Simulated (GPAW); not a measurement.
SnSe:

```xyz
2
Lattice="0.0000 3.0100 3.0100 3.0100 0.0000 3.0100 3.0100 3.0100 0.0000" Properties=species:S:1:pos:R:3 pbc="T T T"
Sn    0.0000    0.0000    0.0000
Se    3.0100    3.0100    3.0100
```

Measurements of this composition are mostly on another form, of space group No. 62.

Base run:

* Program: GPAW 26.7.0
* Functional: r2SCAN
* Potentials or basis: GPAW PAW data sets (gpaw-data 1.2.1)
* Cutoff: 500 eV
* Basis: pw
* k mesh: 6 × 6 × 6
* Occupations: fermi-dirac, width 0.05 eV
* Spin: no spin polarisation

Its results: pressure -0.9 GPa.

Question: The run is repeated on the same cell with these changes: cutoff from 500 eV to 600 eV; k mesh from 6 × 6 × 6 to 8 × 8 × 8. What comes out?

Answer: Pressure -0.2 GPa.

Caveats: the PAW data sets were made with another functional, which shifts forces and pressure a little; the cutoff is short for stress and forces, so pressures can be off by a GPa or more (some runs).

Not every run made on this cell is shown here.
